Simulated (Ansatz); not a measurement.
Crystal: GaP.

```
Ga P
1.0
     0.00000    2.72525    2.72525
     2.72525    0.00000    2.72525
     2.72525    2.72525    0.00000
Ga P
1 1
Direct
  0.00000 0.00000 0.00000
  0.75000 0.75000 0.75000
```

Program: Ansatz 0.2.0. Alike in all runs: potentials or basis Ansatz PAW; cell as given.

Q: Order these runs on this cell by their band gap on the k mesh, lowest first.
A. level r2SCAN; spin SOC, no magnetisation; k mesh 6 × 6 × 6; cutoff (eV) 500; smearing fermi-dirac 0.05 eV; points for each segment of the path 14; mesh quality not flagged
B. level PBEsol0; spin off; k mesh 4 × 4 × 4; cutoff (eV) 420; smearing fermi-dirac 0.05 eV; points for each segment of the path 4; mesh quality coarse
C. level revPBE; spin off; k mesh 8 × 8 × 8; cutoff (eV) 420; smearing fermi-dirac 0.05 eV; points for each segment of the path 14; mesh quality not flagged
D. level LDA; spin off; k mesh 8 × 8 × 8; cutoff (eV) 420; smearing fixed; mesh quality not flagged
E. level HSE06; spin off; k mesh 4 × 4 × 4; cutoff (eV) 420; smearing fermi-dirac 0.05 eV; points for each segment of the path 4; mesh quality coarse

A: D (1.49 eV), C (1.71 eV), A (1.88 eV), E (2.30 eV), B (2.88 eV).

Caveats: some runs use coarse meshes; the k mesh misses the band edges, so the gap on the mesh is wider than the one along the path (some runs).

Runs at the PBE level aren't shown here.
